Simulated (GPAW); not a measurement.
## CdSe (Cadmoselite): G0W0 on several meshes in GPAW

Wanted: mesh dependence and cost of G0W0 for CdSe (Cadmoselite).

Calculated with GPAW 26.7.0; LDA and many-body steps on it, plane waves.

The database entry behind the starting cell differs from later determinations by our own check (inner coordinate of an old entry), so it need not match the best structure at ambient conditions.

## Step 1: The starting structure

Symmetry: P6_3mc, No. 186, hexagonal system. The conventional cell has a = 4.300 Å, b = 4.300 Å, c = 7.020 Å, α = 90.00°, β = 90.00°, γ = 120.00°. Nearest to Cd lie 4 Se at 2.61 to 2.70 Å. Se has 4 Cd at 2.61 to 2.70 Å nearest. Farther neighbours and most contacts between anions are not listed.

Structure file:

```cif
data_structure
_symmetry_space_group_name_H-M 'P6_3mc'
_symmetry_Int_Tables_number 186
_cell_length_a 4.3000
_cell_length_b 4.3000
_cell_length_c 7.0200
_cell_angle_alpha 90.000
_cell_angle_beta 90.000
_cell_angle_gamma 120.000
_cell_volume 112.41
loop_
_atom_site_label
_atom_site_type_symbol
_atom_site_symmetry_multiplicity
_atom_site_Wyckoff_symbol
_atom_site_fract_x
_atom_site_fract_y
_atom_site_fract_z
_atom_site_occupancy
Cd1 Cd 2 b 0.33333 0.66667 0.00000 1
Se1 Se 2 b 0.33333 0.66667 0.38500 1
```

The cell and positions come from the Crystallography Open Database and are kept as given unless a step says otherwise.

## Step 2: Empty states on the mesh, 3×3×2 mesh, 1018 bands

This step: GPAW 26.7.0; DFT, LDA, plane waves, PAW.

The sums over transitions need many empty states on a uniform mesh; this step solves for them.

Input file run.py:

```python
import json
import numpy as np
from gpaw.mpi import world
from gpaw import GPAW

calc = GPAW('gs.gpw').fixed_density(kpts={'size': (3, 3, 2), 'gamma': True},
    parallel={'domain': 1, 'band': 1},
    txt='nscf.txt')
calc.diagonalize_full_hamiltonian(nbands=1018)
calc.write('full.gpw', mode='all')
res = {}
kpts = calc.get_ibz_k_points()
res['kpts'] = kpts
res['eigenvalues'] = [calc.get_eigenvalues(kpt=k) for k in range(len(kpts))]
res['n_electrons'] = calc.get_number_of_electrons()

if world.rank == 0:
    with open('result.json', 'w') as f:
        json.dump(res, f, default=lambda x: x.tolist())
```

Launch:

```sh
$ mpirun -n 4 gpaw python run.py
```

Numbers of over 12 decimals in the logs are rounded to 6 here.

Log:

```text
Diagonalizing LCAO Hamiltonian
Converting LCAO to pw mode
convergence criteria:
- Maximum integral of absolute [eigenst]ate change: 4e-08 eV^2 / valence electron
maximum number of iterations: 100

SCF iterations
|iter     |     time |      energy | eigst |  dens |
|iter:   1|  |             | +0.48 |       |
|iter:   2|  |             | -1.13 |       |
|iter:   3|  |             | -2.13 |       |
[...]
|iter:   8|  |             | -6.30 |       |
|iter:   9|  |             | -7.21 |       |
|iter:  10|  |             | -7.82c|       |
SCF steps: 10
  __  _  _
 | _ |_)|_||  |
 |__||  | ||/\| - 26.7.0

Input parameters:
  mode=PW(ecut=450.000000),
  convergence={'density': 1e-06, 'bands': -3},
  gpts=array([24, 24, 35]),
  kpts=MonkhorstPack(size=(3, 3, 2), gamma=True),
  maxiter=100,
  nbands=26,
  occupations=Occupations(name='fermi-dirac', width=0.001, fixmagmom=False),
  parallel={'domain': 1, 'band': 1},
  xc=XC(name='LDA')
Matrix size: 2431x2431
# Writing to full.gpw (mode='all')
  [... matrices ...]

timing:  # [seconds]
  Total: 24.821  # ━━━━━━━━━━━━━━━━━━━━━━━━━━━━━━━━━━━━━━━━━━━━━━━━━━━━━━━━━━
```

Run time: 31 s. Hardware: 4 MPI ranks of AMD EPYC 7R43, shared host; peak memory 2.4 GiB; 2.1 min of CPU time.

Numbers from this step:

- gap: 0.4228 eV
- k of the valence top: 0, 0, 0
- k of the conduction bottom: 0, 0, 0
- least direct gap: 0.4228 eV
- k points computed: 6
- lowest point of the top converged band, above the valence top: 238.5141 eV

On this mesh the gap is 0.423 eV.

## Step 3: 3×3×2

Now the one-shot GW correction: screening in the RPA, then the self-energy of the levels asked for.

This step: G0W0 on LDA, plane waves, PAW.

Input file run.py:

```python
import json
import numpy as np
from gpaw.mpi import world
from gpaw.response.g0w0 import G0W0

gw = G0W0('full.gpw',
    filename='gw',
    kpts=[0],
    bands=(16, 20),
    ecut=75,
    nbands=165,
    integrate_gamma='WS',
    ppa=True)
gw.calculate()
res = {mode: {k: v for k, v in r.items() if k != 'sigma_eskwn'}
       for mode, r in gw.all_results.items()}

if world.rank == 0:
    with open('result.json', 'w') as f:
        json.dump(res, f, default=lambda x: x.tolist())
```

Launch:

```sh
$ mpirun -n 4 gpaw python run.py
```

Log:

```text
Using integrator: PointIntegrator
FrequencyGridDescriptor(from 0.000+0.000j to 0.000+27.211j eV, 2 points)
Nonperiodic BCs:  [False False False]
Using integrator: PointIntegrator
FrequencyGridDescriptor(from 0.000+0.000j to 0.000+27.211j eV, 2 points)
Nonperiodic BCs:  [False False False]
  ___  _ _ _
 |   || | | |
 | | || | | |
 |__ ||_____|
 |___|

BZ k-points: Symmetries present (total): 6

  [... matrices ...]
18 k-points: 3 x 3 x 2 Monkhorst-Pack grid + [0.000000,0.000000,1/4]
6 k-points in the irreducible part of the Brillouin zone
       k-points in crystal coordinates                weights
   0:     0.00000000    0.00000000    0.00000000          1/18
   1:     0.00000000    0.00000000    0.50000000          1/18
   2:     0.33333333    0.00000000    0.00000000          6/18
   3:     0.33333333    0.00000000    0.50000000          6/18
   4:     0.33333333    0.33333333    0.00000000          2/18
   5:     0.33333333    0.33333333    0.50000000          2/18

Distributing spins, k-points and bands (1 x 1 x 4) over 4 processes
Number of blocks: 1

Quasi particle states:
k-points (IBZ indices): [0]
Band range: (16, 20)
  [... matrices ...]
Computational parameters:
Plane wave cut-off: 75 eV
Number of bands: 165
Coulomb cutoff: None
Broadening: 0.1 eV

fxc modes: GW
Kernel: RPA
Using Godby-Needs plasmon-pole approximation:
  Fitting energy: i*E0, E0 = 1.000 Hartree
Summing all q:

Calculating screened Coulomb potential
No Coulomb truncation
FrequencyGridDescriptor(from 0.000+0.000j to 0.000+27.211j eV, 2 points)
Removing empty qpoint cache files...

Calculating chi0 body with:
    Ground state adapter containing:
    Number of spins: 1
    Number of kpoints: 18
    Number of irreducible kpoints: 6
    Number of completely occupied states: 18
    Number of partially occupied states: 18
    Occupied states memory: 5.537109375 M / cpu

    Linear response parametrization:
    q_c: [0.0, 0.0, 0.0]
    Number of frequency points: 2
    Planewave cutoff: 75.0
    Number of bands: 165
    Number of planewaves: 147
    Broadening (eta): 1e-06
    comm.size: 4
    kncomm.size: 4
    blockcomm.size: 1

    Memory estimate of potentially large arrays:
        chi0_wGG: 0.659454 M / cpu
Integrating chi0 body.

Symmetries of q_c:
    Direct symmetries (Uq -> q): 6
    Indirect symmetries (TUq -> q): 6
In total 12 allowed symmetries.

  [... matrices ...]
6 groups of equivalent kpoints. 66.666667% reduction.

Integral kind: response function
Integrating chi0 head and wings.

Symmetries of q_c:
    Direct symmetries (Uq -> q): 6
    Indirect symmetries (TUq -> q): 6
In total 12 allowed symmetries.

  [... matrices ...]
6 groups of equivalent kpoints. 66.666667% reduction.

Integral kind: response function wings

Calculating chi0 body with:
    Ground state adapter containing:
    Number of spins: 1
    Number of kpoints: 18
    Number of irreducible kpoints: 6
    Number of completely occupied states: 18
    Number of partially occupied states: 18
    Occupied states memory: 5.537109375 M / cpu

[... the further q-points ...]

Results:
f:      Occupation numbers
eps:     KS-eigenvalues [eV]
vxc:     KS vxc [eV]
exx:     Exact exchange [eV]
sigma:   Self-energies [eV]
dsigma:  Self-energy derivatives
Z:       Renormalization factors
qp:      QP-energies [eV]

k-point 0 (0): (0.000, 0.000, 0.000)                GW
band       f     eps     vxc     exx   sigma  dsigma       Z      qp
                                                                   GW
  16   1.000   3.318 -17.911 -20.309   2.279  -0.270   0.787   3.224
  17   1.000   3.318 -17.911 -20.309   2.279  -0.270   0.787   3.224
  18   0.000   3.741 -13.595  -9.392  -3.296  -0.242   0.805   4.472
  19   0.000   5.208 -13.016  -8.331  -3.744  -0.243   0.804   5.965
```

Elapsed: 30 s, on 4 MPI ranks; peak memory 1.4 GiB.

Numbers from this step:

| Item | Value |
| --- | --- |
| G0W0 gap on the points computed | 1.248 eV |
| least direct G0W0 gap on the computed points | 1.248 eV |
| Z at the valence top | 0.7871 |
| Z at the conduction bottom | 0.8053 |
| starting gap on the mesh | 0.4228 eV |
| k of the valence top | 0, 0, 0 |
| k of the conduction bottom | 0, 0, 0 |

The gap on the mesh goes from 0.42 eV to 1.25 eV, a correction of +0.82 eV.

## Step 4: Empty states on the mesh, 6×6×4 mesh, 175 bands

This step: DFT, LDA, plane waves, PAW.

Input file run.py:

```python
import json
import numpy as np
from gpaw.mpi import world
from gpaw import GPAW

calc = GPAW('gs.gpw').fixed_density(kpts={'size': (6, 6, 4), 'gamma': True},
    parallel={'domain': 1, 'band': 1},
    txt='nscf.txt')
calc.diagonalize_full_hamiltonian(nbands=175)
calc.write('full.gpw', mode='all')
res = {}
kpts = calc.get_ibz_k_points()
res['kpts'] = kpts
res['eigenvalues'] = [calc.get_eigenvalues(kpt=k) for k in range(len(kpts))]
res['n_electrons'] = calc.get_number_of_electrons()

if world.rank == 0:
    with open('result.json', 'w') as f:
        json.dump(res, f, default=lambda x: x.tolist())
```

Launch:

```sh
$ mpirun -n 4 gpaw python run.py
```

Log:

```text
Diagonalizing LCAO Hamiltonian
Converting LCAO to pw mode
convergence criteria:
- Maximum integral of absolute [eigenst]ate change: 4e-08 eV^2 / valence electron
maximum number of iterations: 100

SCF iterations
|iter     |     time |      energy | eigst |  dens |
|iter:   1|  |             | +0.46 |       |
|iter:   2|  |             | -1.15 |       |
|iter:   3|  |             | -2.29 |       |
[...]
|iter:   7|  |             | -6.03 |       |
|iter:   8|  |             | -6.90 |       |
|iter:   9|  |             | -7.55c|       |
SCF steps: 9
  __  _  _
 | _ |_)|_||  |
 |__||  | ||/\| - 26.7.0

Input parameters:
  mode=PW(ecut=450.000000),
  convergence={'density': 1e-06, 'bands': -3},
  gpts=array([24, 24, 35]),
  kpts=MonkhorstPack(size=(6, 6, 4), gamma=True),
  maxiter=100,
  nbands=26,
  occupations=Occupations(name='fermi-dirac', width=0.001, fixmagmom=False),
  parallel={'domain': 1, 'band': 1},
  xc=XC(name='LDA')
Matrix size: 2472x2472
# Writing to full.gpw (mode='all')
  [... matrices ...]

timing:  # [seconds]
  Total: 59.020  # ━━━━━━━━━━━━━━━━━━━━━━━━━━━━━━━━━━━━━━━━━━━━━━━━━━━━━━━━━━
```

The job ended after 70 s (4 MPI ranks; peak memory 2.8 GiB; 4.6 min of CPU time).

Numbers from this step:

* gap: 0.4228 eV
* k of the valence top: 0, 0, 0
* k of the conduction bottom: 0, 0, 0
* least direct gap: 0.4228 eV
* k points computed: 24
* lowest point of the top converged band, above the valence top: 63.9953 eV

On this mesh the gap is 0.423 eV.

## Step 5: 6×6×4

This step: G0W0 on LDA, plane waves, PAW.

Input file run.py:

```python
import json
import numpy as np
from gpaw.mpi import world
from gpaw.response.g0w0 import G0W0

gw = G0W0('full.gpw',
    filename='gw',
    kpts=[0],
    bands=(16, 20),
    ecut=75,
    nbands=165,
    integrate_gamma='WS',
    ppa=True)
gw.calculate()
res = {mode: {k: v for k, v in r.items() if k != 'sigma_eskwn'}
       for mode, r in gw.all_results.items()}

if world.rank == 0:
    with open('result.json', 'w') as f:
        json.dump(res, f, default=lambda x: x.tolist())
```

Launch:

```sh
$ mpirun -n 4 gpaw python run.py
```

Log:

```text
Using integrator: PointIntegrator
FrequencyGridDescriptor(from 0.000+0.000j to 0.000+27.211j eV, 2 points)
Nonperiodic BCs:  [False False False]
Using integrator: PointIntegrator
FrequencyGridDescriptor(from 0.000+0.000j to 0.000+27.211j eV, 2 points)
Nonperiodic BCs:  [False False False]
  ___  _ _ _
 |   || | | |
 | | || | | |
 |__ ||_____|
 |___|

BZ k-points: Symmetries present (total): 6

  [... matrices ...]
144 k-points: 6 x 6 x 4 Monkhorst-Pack grid + [1/12,1/12,1/8]
24 k-points in the irreducible part of the Brillouin zone
       k-points in crystal coordinates                weights
   0:     0.00000000    0.00000000    0.00000000          1/144
   1:     0.00000000    0.00000000    0.25000000          2/144
   2:     0.00000000    0.00000000    0.50000000          1/144
[...]
9:     0.33333333   -0.16666667    0.50000000          6/144
          ...
  23:     0.50000000    0.50000000    0.50000000          3/144

Distributing spins, k-points and bands (1 x 1 x 4) over 4 processes
Number of blocks: 1

Quasi particle states:
k-points (IBZ indices): [0]
Band range: (16, 20)
  [... matrices ...]
Computational parameters:
Plane wave cut-off: 75 eV
Number of bands: 165
Coulomb cutoff: None
Broadening: 0.1 eV

fxc modes: GW
Kernel: RPA
Using Godby-Needs plasmon-pole approximation:
  Fitting energy: i*E0, E0 = 1.000 Hartree
Summing all q:

Calculating screened Coulomb potential
No Coulomb truncation
FrequencyGridDescriptor(from 0.000+0.000j to 0.000+27.211j eV, 2 points)
Removing empty qpoint cache files...

Calculating chi0 body with:
    Ground state adapter containing:
    Number of spins: 1
    Number of kpoints: 144
    Number of irreducible kpoints: 24
    Number of completely occupied states: 18
    Number of partially occupied states: 18
    Occupied states memory: 5.537109375 M / cpu

    Linear response parametrization:
    q_c: [1.3877787807814457e-17, 1.3877787807814457e-17, 0.0]
    Number of frequency points: 2
    Planewave cutoff: 75.0
    Number of bands: 165
    Number of planewaves: 147
    Broadening (eta): 1e-06
    comm.size: 4
    kncomm.size: 4
    blockcomm.size: 1

    Memory estimate of potentially large arrays:
        chi0_wGG: 0.659454 M / cpu
Integrating chi0 body.

Symmetries of q_c:
    Direct symmetries (Uq -> q): 6
    Indirect symmetries (TUq -> q): 6
In total 12 allowed symmetries.

  [... matrices ...]
24 groups of equivalent kpoints. 83.333333% reduction.

Integral kind: response function
Integrating chi0 head and wings.

Symmetries of q_c:
    Direct symmetries (Uq -> q): 6
    Indirect symmetries (TUq -> q): 6
In total 12 allowed symmetries.

  [... matrices ...]
24 groups of equivalent kpoints. 83.333333% reduction.

Integral kind: response function wings

Calculating chi0 body with:
    Ground state adapter containing:
    Number of spins: 1
    Number of kpoints: 144
    Number of irreducible kpoints: 24
    Number of completely occupied states: 18
    Number of partially occupied states: 18
[... the further q-points ...]

Results:
f:      Occupation numbers
eps:     KS-eigenvalues [eV]
vxc:     KS vxc [eV]
exx:     Exact exchange [eV]
sigma:   Self-energies [eV]
dsigma:  Self-energy derivatives
Z:       Renormalization factors
qp:      QP-energies [eV]

k-point 0 (0): (0.000, 0.000, 0.000)                GW
band       f     eps     vxc     exx   sigma  dsigma       Z      qp
                                                                   GW
  16   1.000   3.318 -17.911 -19.985   1.943  -0.264   0.791   3.214
  17   1.000   3.318 -17.911 -19.985   1.943  -0.264   0.791   3.214
  18   0.000   3.741 -13.595  -9.973  -2.726  -0.233   0.811   4.468
  19   0.000   5.208 -13.016  -8.650  -3.414  -0.235   0.810   5.979
```

It took 8.1 min on 4 MPI ranks; peak memory 2.2 GiB; 32 min of CPU time.

Numbers from this step:

- G0W0 gap on the points computed: 1.254 eV
- least direct G0W0 gap on the computed points: 1.254 eV
- Z at the valence top: 0.7911
- Z at the conduction bottom: 0.8110
- starting gap on the mesh: 0.4228 eV
- k of the valence top: 0, 0, 0
- k of the conduction bottom: 0, 0, 0

Against G0W0 in GPAW (3×3×2 mesh, 165 bands, screening to 75 eV, Godby-Needs plasmon pole), the gap moves by +0.006 eV.

## Step 6: The runs together

Times are wall times on 4 MPI ranks of AMD EPYC 7R43, shared host, good to a factor of about two.

| run | mesh | bands | screening cutoff (eV) | DFT gap (eV) | gap on the mesh (eV) | direct (eV) | time |
| --- | --- | --- | --- | --- | --- | --- | --- |
| 3×3×2 | 3×3×2 | 165 | 75 | 0.423 | 1.248 | 1.248 | 30 s |
| 6×6×4 | 6×6×4 | 165 | 75 | 0.423 | 1.254 | 1.254 | 8.1 min |

## Step 7: Summary of results

```
3×3×2        : 1.248 eV
6×6×4        : 1.254 eV
known limits : not at the basis limit; no spin-orbit coupling; coarse k mesh
```

In words: 6×6×4: +0.006 eV against 3×3×2. Bands and cutoff are finite, so the gap is not at the basis limit. The miss can reach some tenths of an eV and take either sign; the mesh is an error of its own. These stock PAW sets were not made for GW; the filled d or f shell of Se lies in the frozen core, which bears on start and correction. In the G0W0 runs levels were corrected at 1 k point alone, so a gap called «on the mesh» is the least over those, and an edge elsewhere would be missed. The 3×3×2 mesh is coarse for this cell, which bears on the long-range parts of exchange and screening. The many-body steps are scalar-relativistic: spin-orbit coupling is not in them.

[Paths, hosts, dates, memory and timing lines, banners, echoed tables and standing remarks are left out of the program output.]

[Logs are printed without paths, hosts, clocks, repeated set-up lines and the standing remarks that a program may print on its own settings, such as how far it seeks lower states.]

[Runs of the session that timed out or met a known fault of the program may be left out.]

[Hosts, paths, dates, database ids (printed as entryN), source tags and the programs' standing remarks are cut or masked in the printed files.]
